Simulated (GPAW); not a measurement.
# Ag (Fm-3m) in GPAW: notebook, part 2 of 2

GPAW 26.7.0. Earlier steps stand in the parts before.

### Step 3. Equation of state, revPBE+D3

run.py

```python
import spglib
from ase import Atoms
from ase.calculators.mixing import SumCalculator
from ase.eos import EquationOfState
from ase.io import Trajectory, read
from ase.units import GPa
from dftd3.ase import DFTD3
from gpaw import GPAW, PW

atoms = read('Ag.cif')
cell, positions, numbers = spglib.find_primitive(
    (atoms.cell[:], atoms.get_scaled_positions(), atoms.numbers), symprec=1e-4)
atoms = Atoms(numbers, cell=cell, scaled_positions=positions, pbc=True)

traj = Trajectory('eos.traj', 'w')
volumes, energies = [], []
for x in [0.94, 0.96, 0.98, 1.0, 1.02, 1.04, 1.06]:
    a = atoms.copy()
    a.set_cell(atoms.cell * x**(1 / 3), scale_atoms=True)
    calc = GPAW(mode=PW(600),
                xc='revPBE',
                kpts={'size': (11, 11, 11), 'gamma': True},
                occupations={'name': 'fermi-dirac', 'width': 0.05},
                nbands=18,
                convergence={'density': 1e-05, 'energy': 1e-05},
                maxiter=150,
                txt=f'eos-{x:.2f}.txt')
    a.calc = SumCalculator([calc, DFTD3(method='revpbe', damping='d3zero')])
    energies.append(a.get_potential_energy())
    volumes.append(a.get_volume())
    p = -a.get_stress()[:3].mean() / GPa
    calc.write(f'eos-{x:.2f}.gpw')
    traj.write(a)
    print(f'{x:.2f} {volumes[-1]:10.4f} A^3 {energies[-1]:14.6f} eV {p:9.3f} GPa', flush=True)

v0, e0, B = EquationOfState(volumes, energies, eos='birchmurnaghan').fit()
print(f'V0 = {v0:.4f} A^3, E0 = {e0:.6f} eV, B0 = {B / GPa:.2f} GPa')
```

Ag.cif

```cif
data_Ag
_cell_length_a 4.08550000
_cell_length_b 4.08550000
_cell_length_c 4.08550000
_cell_angle_alpha 90.00000000
_cell_angle_beta 90.00000000
_cell_angle_gamma 90.00000000
_space_group_name_H-M_alt 'Fm-3m'
_space_group_name_Hall '-F 4 2 3'
_space_group_IT_number 225
loop_
_space_group_symop_operation_xyz
'x,y,z'
'-x,-y,-z'
'-y,x,z'
'y,-x,-z'
'-x,-y,z'
'x,y,-z'
'y,-x,z'
'-y,x,-z'
'x,-y,-z'
'-x,y,z'
'-y,-x,-z'
'y,x,z'
'-x,y,-z'
'x,-y,z'
'y,x,-z'
'-y,-x,z'
'z,x,y'
'-z,-x,-y'
'z,-y,x'
'-z,y,-x'
'z,-x,-y'
'-z,x,y'
'z,y,-x'
'-z,-y,x'
'-z,x,-y'
'z,-x,y'
'-z,-y,-x'
'z,y,x'
'-z,-x,y'
'z,x,-y'
'-z,y,x'
'z,-y,-x'
'y,z,x'
'-y,-z,-x'
'x,z,-y'
'-x,-z,y'
'-y,z,-x'
'y,-z,x'
'-x,z,y'
'x,-z,-y'
'-y,-z,x'
'y,z,-x'
'-x,-z,-y'
'x,z,y'
'y,-z,-x'
'-y,z,x'
'x,-z,y'
'-x,z,-y'
'x,y+1/2,z+1/2'
'-x,-y+1/2,-z+1/2'
'-y,x+1/2,z+1/2'
[... 62 lines left out ...]
'-z+1/2,-x,-y+1/2'
'z+1/2,-y,x+1/2'
'-z+1/2,y,-x+1/2'
'z+1/2,-x,-y+1/2'
'-z+1/2,x,y+1/2'
'z+1/2,y,-x+1/2'
'-z+1/2,-y,x+1/2'
'-z+1/2,x,-y+1/2'
'z+1/2,-x,y+1/2'
'-z+1/2,-y,-x+1/2'
'z+1/2,y,x+1/2'
'-z+1/2,-x,y+1/2'
'z+1/2,x,-y+1/2'
'-z+1/2,y,x+1/2'
'z+1/2,-y,-x+1/2'
'y+1/2,z,x+1/2'
'-y+1/2,-z,-x+1/2'
'x+1/2,z,-y+1/2'
'-x+1/2,-z,y+1/2'
'-y+1/2,z,-x+1/2'
'y+1/2,-z,x+1/2'
'-x+1/2,z,y+1/2'
'x+1/2,-z,-y+1/2'
'-y+1/2,-z,x+1/2'
'y+1/2,z,-x+1/2'
'-x+1/2,-z,-y+1/2'
'x+1/2,z,y+1/2'
'y+1/2,-z,-x+1/2'
'-y+1/2,z,x+1/2'
'x+1/2,-z,y+1/2'
'-x+1/2,z,-y+1/2'
'x+1/2,y+1/2,z'
'-x+1/2,-y+1/2,-z'
'-y+1/2,x+1/2,z'
'y+1/2,-x+1/2,-z'
'-x+1/2,-y+1/2,z'
'x+1/2,y+1/2,-z'
'y+1/2,-x+1/2,z'
'-y+1/2,x+1/2,-z'
'x+1/2,-y+1/2,-z'
'-x+1/2,y+1/2,z'
'-y+1/2,-x+1/2,-z'
'y+1/2,x+1/2,z'
'-x+1/2,y+1/2,-z'
'x+1/2,-y+1/2,z'
'y+1/2,x+1/2,-z'
'-y+1/2,-x+1/2,z'
'z+1/2,x+1/2,y'
'-z+1/2,-x+1/2,-y'
'z+1/2,-y+1/2,x'
'-z+1/2,y+1/2,-x'
'z+1/2,-x+1/2,-y'
'-z+1/2,x+1/2,y'
'z+1/2,y+1/2,-x'
'-z+1/2,-y+1/2,x'
'-z+1/2,x+1/2,-y'
'z+1/2,-x+1/2,y'
'-z+1/2,-y+1/2,-x'
'z+1/2,y+1/2,x'
'-z+1/2,-x+1/2,y'
'z+1/2,x+1/2,-y'
'-z+1/2,y+1/2,x'
'z+1/2,-y+1/2,-x'
'y+1/2,z+1/2,x'
'-y+1/2,-z+1/2,-x'
'x+1/2,z+1/2,-y'
'-x+1/2,-z+1/2,y'
'-y+1/2,z+1/2,-x'
'y+1/2,-z+1/2,x'
'-x+1/2,z+1/2,y'
'x+1/2,-z+1/2,-y'
'-y+1/2,-z+1/2,x'
'y+1/2,z+1/2,-x'
'-x+1/2,-z+1/2,-y'
'x+1/2,z+1/2,y'
'y+1/2,-z+1/2,-x'
'-y+1/2,z+1/2,x'
'x+1/2,-z+1/2,y'
'-x+1/2,z+1/2,-y'
loop_
_atom_site_label
_atom_site_type_symbol
_atom_site_symmetry_multiplicity
_atom_site_Wyckoff_symbol
_atom_site_fract_x
_atom_site_fract_y
_atom_site_fract_z
_atom_site_occupancy
Ag1 Ag 4 a 0.0000000000 0.0000000000 0.0000000000 1
```

Potentials or basis: the program's PAW data sets (release 1.2.1) made for this functional, pw.

Run with:

```sh
$ OMP_NUM_THREADS=1 python run.py
```

Run time: 49 s. Hardware: 1 thread of AMD EPYC 9R14 (Zen 4), shared host; peak memory 0.22 GiB.

The run converged. Its results:

| Item | Value |
| --- | --- |
| Equilibrium volume | 16.98 Å³/atom |
| Bulk modulus | 87 GPa |
| Pressure derivative of the bulk modulus | 7.2 |

Energy against volume, from the lowest point:
```tsv
volume (Å³/atom)	energy (meV/atom)
16.025	17.02
16.366	6.65
16.707	1.20
17.048	0.00
17.389	2.39
17.730	7.82
18.071	15.79
```

### Step 4. Equation of state, r4SCAN

Edit run.py of step 3 so:

```diff
@@ -2,3 +2,2 @@
 from ase import Atoms
-from ase.calculators.mixing import SumCalculator
 from ase.eos import EquationOfState
@@ -6,3 +5,2 @@
 from ase.units import GPa
-from dftd3.ase import DFTD3
 from gpaw import GPAW, PW
@@ -20,3 +18,3 @@
     calc = GPAW(mode=PW(600),
-                xc='revPBE',
+                xc='MGGA_X_R4SCAN+MGGA_C_R2SCAN',
                 kpts={'size': (11, 11, 11), 'gamma': True},
@@ -27,4 +25,4 @@
                 txt=f'eos-{x:.2f}.txt')
-    a.calc = SumCalculator([calc, DFTD3(method='revpbe', damping='d3zero')])
-    energies.append(a.get_potential_energy())
+    a.calc = calc
+    energies.append(a.get_potential_energy(force_consistent=True))
     volumes.append(a.get_volume())
```

Ag.cif is that of step 3.

Potentials or basis: GPAW PAW data sets (gpaw-data 1.2.1), pw.

Run with:

```sh
$ OMP_NUM_THREADS=1 python run.py
```

What it wrote:

```text
__  _  _
 | _ |_)|_||  |
 |__||  | ||/\| - 26.7.0

Input parameters:
  mode=PW(ecut=600.0),
  convergence={'density': 1e-05, 'energy': 1e-05},
  kpts=MonkhorstPack(size=(11, 11, 11), gamma=True),
  maxiter=150,
  nbands=18,
  occupations=Occupations(name='fermi-dirac', width=0.05),
  xc=XC(name='MGGA_X_R4SCAN+MGGA_C_R2SCAN')

Diagonalizing LCAO Hamiltonian
Converting LCAO to pw mode

       Ag

Atoms  # Å, Bohr magnetons
|   | symbol |        x |        y |        z |    initial magnetic moments |
|---|--------|----------|----------|----------|-----------------------------|
| 0 |     Ag | 0.000000 | 0.000000 | 0.000000 | ( 0.0000,  0.0000,  0.0000) |

Unit cell  # Å
| periodic |        x |        y |        z |  lengths |    angles |
|----------|----------|----------|----------|----------|-----------|
|      yes | 0.000000 | 2.001050 | 2.001050 | 2.829911 | 60.000000 |
|      yes | 2.001050 | 0.000000 | 2.001050 | 2.829911 | 60.000000 |
|      yes | 2.001050 | 2.001050 | 0.000000 | 2.829911 | 60.000000 |

Number of symmetries: 48
Symmetry operations  # r_c * U_cc + t_c -> r_c
|    | kind |            matrix            |
|----|------|------------------------------|
|  0 |  σ   |  1, 0, 0,  1, 0,-1,  1,-1, 0 |
|  1 |  C2  |  1, 0, 0,  1,-1, 0,  1, 0,-1 |
|  2 |  E   |  1, 0, 0,  0, 1, 0,  0, 0, 1 |
|  3 |  σ   |  1, 0, 0,  0, 0, 1,  0, 1, 0 |
|  4 |  C4  |  1, 0,-1,  1, 0, 0,  1,-1, 0 |
|  5 |  S6  |  1, 0,-1,  1,-1, 0,  1, 0, 0 |
|  6 |  σ   |  1, 0,-1,  0, 1,-1,  0, 0,-1 |
|  7 |  C3  |  1, 0,-1,  0, 0,-1,  0, 1,-1 |
|  8 |  S6  |  1,-1, 0,  1, 0, 0,  1, 0,-1 |
|  9 |  C4  |  1,-1, 0,  1, 0,-1,  1, 0, 0 |
[... 136 lines left out ...]

xc functional:
  name: MGGA_X_R4SCAN+MGGA_C_R2SCAN with 2 nearest neighbor stencil

convergence criteria:
- Maximum integral of absolute [dens]ity change: 1e-05 electrons / valence electron
- Maximum [total energy] change in last 3 cyles: 1e-05 eV / valence electron
- Maximum integral of absolute [eigenst]ate change: 4e-08 eV^2 / valence electron
maximum number of iterations: 150

SCF iterations
|iter     | |      energy | eigst |  dens |
|---------|-|-------------|-------|-------|
|iter:   1| |  -27.005401 | -0.34 |       |
|iter:   2| |  -22.724324 | -1.79 | -1.28 |
|iter:   3| |  -22.688119 | -3.70 | -1.48 |
|iter:   4| |  -22.655488 | -3.69 | -1.61 |
|iter:   5| |  -22.658551 | -3.77 | -1.92 |
|iter:   6| |  -22.664449 | -3.54 | -2.35 |
|iter:   7| |  -22.663168 | -5.28 | -2.53 |
|iter:   8| |  -22.663079 | -6.36 | -2.99 |
|iter:   9| |  -22.663081c| -7.13 | -3.62 |
|iter:  10| |  -22.663081c| -8.30c| -4.25 |
|iter:  11| |  -22.663081c| -7.59c| -5.28c|

Converged in 11 steps
Energy contributions relative to reference atoms: (reference = -144597.826354)

Energy contributions:
  Kinetic:           5.381256
  Coulomb:          -5.371238
  Zero:              0.130450
  External:          0.000000
  Xc:              -22.802484
  Entropy:          -0.002130
  Spinorbit:         0.000000
  ----------------------------
  Free energy:     -22.664146
  Extrapolated:    -22.663081

dipole moment: (-12.490054, -12.490054, -12.490054)  # |e|*Ang

Fermi level: 9.317
Eigenvalues  # (at kpt = [0.000, 0.000, 0.000])
| band index |      eig [eV] | occ [0-2] |
|------------|---------------|-----------|
|          0 |       -48.240 |     2.000 |
|          1 |       -48.240 |     2.000 |
|          2 |       -48.240 |     2.000 |
|          3 |         0.591 |     2.000 |
|          4 |         3.670 |     2.000 |
|          5 |         3.670 |     2.000 |
[... 10 lines left out ...]
|         16 |        36.411 |     0.000 |
|         17 |        42.212 |     0.000 |

No gap
No difference between direct/indirect transitions

Stress tensor  # eV/Ang^3
|         x |         y |         z |
|-----------|-----------|-----------|
| -0.052278 | -0.000000 | -0.000000 |
| -0.000000 | -0.052278 |  0.000000 |
| -0.000000 |  0.000000 | -0.052278 |

# Writing to eos-0.94.gpw (mode='')
```

It took 3.3 min on 1 thread of AMD EPYC 9R14 (Zen 4), shared host; peak memory 0.64 GiB.

What came out:

* Equilibrium volume: 17.10 Å³/atom (rough: see the caveat)
* Bulk modulus: 107 GPa (rough)

Energy against volume, from the lowest point:
```tsv
volume (Å³/atom)	energy (meV/atom)
16.025	26.65
16.366	11.61
16.707	3.15
17.048	0.00
17.389	1.44
17.730	6.84
18.071	15.71
```

Caveat: the points scatter about the fit; the PAW data sets were made with another functional, which shifts forces and pressure a little.

### Step 5. Band structure, WC, spin-orbit coupling, no magnetisation

run.py

```python
import numpy as np
from ase.dft.bandgap import bandgap
from ase.io import write
from ase.spacegroup import crystal
from ase.units import GPa
from gpaw import GPAW, PW, setup_paths
from gpaw.spinorbit import soc_eigenstates

setup_paths.insert(0, '.')

# Ag 4a
atoms = crystal(['Ag'],
                basis=[[0.0, 0.0, 0.0]],
                spacegroup=225, setting=1,  # Fm-3m
                cellpar=[4.0855, 4.0855, 4.0855, 90.0, 90.0, 90.0],
                primitive_cell=True)

calc = GPAW(mode=PW(600),
            xc='WC',
            kpts={'size': (11, 11, 11), 'gamma': True},
            occupations={'name': 'fermi-dirac', 'width': 0.05},
            nbands=18,
            convergence={'density': 1e-05, 'energy': 1e-05},
            maxiter=150,
            txt='gpaw.txt')
atoms.calc = calc
energy = atoms.get_potential_energy()
forces = atoms.get_forces()
stress = atoms.get_stress()
calc.write('gs.gpw')
write('result.traj', atoms)
print(f'Energy: {energy:.6f} eV')
print('Forces (eV/A):')
print(forces.round(4))
print('Stress (GPa):', (stress / GPa).round(3))
print('Fermi level:', round(calc.get_fermi_level(), 4), 'eV')
print(f'Gap: {bandgap(calc)[0]:.4f} eV, direct: {bandgap(calc, direct=True)[0]:.4f} eV')

path = atoms.cell.bandpath('GXWKGLUWLK,UX', npoints=100, eps=1e-4)
bs_calc = calc.fixed_density(kpts=path, symmetry='off', nbands=26,
                             convergence={'bands': 'CBM+6.0', 'eigenstates': 1e-6}, txt='bands.txt')
bs = bs_calc.band_structure()
bs.write('bs.json')
print(f'Gap on the path: {bandgap(bs_calc)[0]:.4f} eV')

soc = soc_eigenstates(bs_calc, theta=90, phi=0)
np.savetxt('soc_bands.dat', soc.eigenvalues(), fmt='%.4f')
mesh = soc_eigenstates('gs.gpw', theta=90, phi=0)
np.savetxt('soc_mesh.dat', mesh.eigenvalues(), fmt='%.4f')
print('Fermi level with spin-orbit coupling:', round(mesh.fermi_level, 4), 'eV')
```

Potentials or basis: PAW data sets generated in the run's folder for this functional, pw.

Run with:

```sh
$ gpaw-setup -f WC Ag
$ OMP_NUM_THREADS=1 python run.py
```

gpaw.txt:

```text
__  _  _
 | _ |_)|_||  |
 |__||  | ||/\| - 26.7.0

Input parameters:
  mode=PW(ecut=600.0),
  convergence={'density': 1e-05, 'energy': 1e-05},
  kpts=MonkhorstPack(size=(11, 11, 11), gamma=True),
  maxiter=150,
  nbands=18,
  occupations=Occupations(name='fermi-dirac', width=0.05),
  xc=XC(name='WC')

Diagonalizing LCAO Hamiltonian
Converting LCAO to pw mode

       Ag

Atoms  # Å, Bohr magnetons
|   | symbol |        x |        y |        z |    initial magnetic moments |
|---|--------|----------|----------|----------|-----------------------------|
| 0 |     Ag | 0.000000 | 0.000000 | 0.000000 | ( 0.0000,  0.0000,  0.0000) |

Unit cell  # Å
| periodic |        x |        y |        z |  lengths |    angles |
|----------|----------|----------|----------|----------|-----------|
|      yes | 0.000000 | 2.042750 | 2.042750 | 2.888885 | 60.000000 |
|      yes | 2.042750 | 0.000000 | 2.042750 | 2.888885 | 60.000000 |
|      yes | 2.042750 | 2.042750 | 0.000000 | 2.888885 | 60.000000 |

Number of symmetries: 48
Symmetry operations  # r_c * U_cc + t_c -> r_c
|    | kind |            matrix            |
|----|------|------------------------------|
|  0 |  σ   |  1, 0, 0,  1, 0,-1,  1,-1, 0 |
[... 166 lines left out ...]

Converged in 8 steps
Energy contributions relative to reference atoms: (reference = -144578.729206)

Energy contributions:
  Kinetic:          -3.333670
  Coulomb:           1.868422
  Zero:              0.167976
  External:          0.000000
  Xc:               -2.109295
  Entropy:          -0.002564
  Spinorbit:         0.000000
  ----------------------------
  Free energy:      -3.409130
  Extrapolated:     -3.407848

dipole moment: (-12.808426, -12.808426, -12.808426)  # |e|*Ang

Fermi level: 8.278
Eigenvalues  # (at kpt = [0.000, 0.000, 0.000])
| band index |      eig [eV] | occ [0-2] |
|------------|---------------|-----------|
|          0 |       -47.268 |     2.000 |
|          1 |       -47.268 |     2.000 |
|          2 |       -47.268 |     2.000 |
|          3 |         0.226 |     2.000 |
|          4 |         3.314 |     2.000 |
|          5 |         3.314 |     2.000 |
[... 10 lines left out ...]
|         16 |        33.298 |     0.000 |
|         17 |        38.473 |     0.000 |

No gap
No difference between direct/indirect transitions

Forces  # eV/Ang
|       x |        y |       z |
|---------|----------|---------|
| 0.00000 | -0.00000 | 0.00000 |  # Ag   0

Stress tensor  # eV/Ang^3
|        x |        y |        z |
|----------|----------|----------|
| 0.013986 | 0.000000 | 0.000000 |
| 0.000000 | 0.013986 | 0.000000 |
| 0.000000 | 0.000000 | 0.013986 |

# Writing to gs.gpw (mode='')
```

stdout:

```text
Energy: -3.407848 eV
Forces (eV/A):
[[ 0. -0.  0.]]
Stress (GPa): [2.241 2.241 2.241 0.    0.    0.   ]
Fermi level: 8.2784 eV
Gap: 0.0000 eV, direct: 0.0000 eV
Gap on the path: 0.0000 eV
Fermi level with spin-orbit coupling: 8.2889 eV
```

bands.txt:

```text
Diagonalizing LCAO Hamiltonian
Converting LCAO to pw mode
convergence criteria:
- Maximum integral of absolute [eigenst]ate change: 1e-06 eV^2 / valence electron
maximum number of iterations: 150

SCF iterations
|iter     | |      energy | eigst |  dens |
|---------|-|-------------|-------|-------|
|iter:   1| |             | -0.75 |       |
[... 103 lines left out ...]
         [0.375     , 0.375     , 0.75      ],
         [0.625     , 0.25      , 0.625     ],
         [0.60416667, 0.20833333, 0.60416667],
         [0.58333333, 0.16666667, 0.58333333],
         [0.5625    , 0.125     , 0.5625    ],
         [0.54166667, 0.08333333, 0.54166667],
         [0.52083333, 0.04166667, 0.52083333],
         [0.5       , 0.        , 0.5       ]])),
  maxiter=150,
  nbands=26,
  occupations=Occupations(name='fermi-dirac', width=0.05),
  symmetry=Symmetry(point_group=False, time_reversal=False),
  xc=XC(name='WC')
```

Run time: 18 s. Hardware: 1 thread of AMD EPYC 9R14 (Zen 4), shared host; peak memory 0.25 GiB.

Results:

- Free energy: -3.4091 eV
- Pressure: -2.2 GPa
- Band gap along the path: none (metal or under the smearing width)

Levels at the corners of the path, in eV from the Fermi level:
| point | band 14 | band 15 | band 16 | band 17 | band 18 | band 19 |
| --- | --- | --- | --- | --- | --- | --- |
| Γ | -4.75 | -3.86 | -3.86 | -3.86 | -3.86 | 16.00 |
| X | -3.03 | -2.69 | -2.69 | 1.30 | 1.30 | 6.52 |
| W | -3.88 | -2.88 | -2.88 | 5.55 | 5.55 | 5.88 |
| K | -3.70 | -3.14 | -3.14 | 4.03 | 4.03 | 5.01 |
| Γ | -4.75 | -3.86 | -3.86 | -3.86 | -3.86 | 16.00 |
| L | -3.21 | -2.98 | -2.98 | -0.68 | -0.68 | 3.39 |
| U | -3.70 | -3.14 | -3.14 | 4.03 | 4.03 | 5.01 |
| W | -3.88 | -2.88 | -2.88 | 5.55 | 5.55 | 5.88 |
| L | -3.21 | -2.98 | -2.98 | -0.68 | -0.68 | 3.39 |
| K | -3.70 | -3.14 | -3.14 | 4.03 | 4.03 | 5.01 |
| U | -3.70 | -3.14 | -3.14 | 4.03 | 4.03 | 5.01 |
| X | -3.03 | -2.69 | -2.69 | 1.30 | 1.30 | 6.52 |

Caveat: spin-orbit coupling was added after a scalar SCF, so levels and gaps hold it while energy, forces, pressure and moments don't; this program's spin-orbit splittings come out too wide for heavy elements.

### Step 6. Band structure, vdW-DF, spin-orbit coupling, no magnetisation

Edit run.py of step 5 so:

```diff
@@ -4,7 +4,4 @@
 from ase.spacegroup import crystal
-from ase.units import GPa
-from gpaw import GPAW, PW, setup_paths
+from gpaw import GPAW, PW
 from gpaw.spinorbit import soc_eigenstates
-
-setup_paths.insert(0, '.')
 
@@ -18,3 +15,3 @@
 calc = GPAW(mode=PW(600),
-            xc='WC',
+            xc={'name': 'vdW-DF', 'backend': 'libvdwxc'},
             kpts={'size': (11, 11, 11), 'gamma': True},
@@ -28,3 +25,2 @@
 forces = atoms.get_forces()
-stress = atoms.get_stress()
 calc.write('gs.gpw')
@@ -34,3 +30,2 @@
 print(forces.round(4))
-print('Stress (GPa):', (stress / GPa).round(3))
 print('Fermi level:', round(calc.get_fermi_level(), 4), 'eV')
@@ -38,3 +33,3 @@
 
-path = atoms.cell.bandpath('GXWKGLUWLK,UX', npoints=100, eps=1e-4)
+path = atoms.cell.bandpath('GXWKGLUWLK,UX', npoints=60, eps=1e-4)
 bs_calc = calc.fixed_density(kpts=path, symmetry='off', nbands=26,
```

Potentials or basis: GPAW PAW data sets (gpaw-data 1.2.1), pw.

Run with:

```sh
$ OMP_NUM_THREADS=1 python run.py
```

Run time: 14 s. Hardware: 1 thread of AMD EPYC 9R14 (Zen 4), shared host; peak memory 0.25 GiB.

It converged, with:

```
Free energy             : -55.0607 eV
Band gap along the path : none (metal or under the smearing width)
```

Levels at the corners of the path, in eV from the Fermi level:
```csv
point,band 14,band 15,band 16,band 17,band 18,band 19
Γ,-5.04,-4.18,-4.18,-4.18,-4.18,16.17
X,-3.36,-3.03,-3.03,1.39,1.39,6.43
W,-4.18,-3.22,-3.22,5.55,5.55,5.88
K,-4.02,-3.46,-3.46,4.04,4.04,5.00
Γ,-5.04,-4.18,-4.18,-4.18,-4.18,16.17
L,-3.54,-3.32,-3.32,-0.59,-0.59,3.27
U,-4.02,-3.46,-3.46,4.04,4.04,5.00
W,-4.18,-3.22,-3.22,5.55,5.55,5.88
L,-3.54,-3.32,-3.32,-0.59,-0.59,3.27
K,-4.02,-3.46,-3.46,4.04,4.04,5.00
U,-4.02,-3.46,-3.46,4.04,4.04,5.00
X,-3.36,-3.03,-3.03,1.39,1.39,6.43
```

Caveat: spin-orbit coupling was added after a scalar SCF, so levels and gaps hold it while energy, forces, pressure and moments don't; this program's spin-orbit splittings come out too wide for heavy elements; the PAW data sets were made with another functional, which shifts forces and pressure a little.
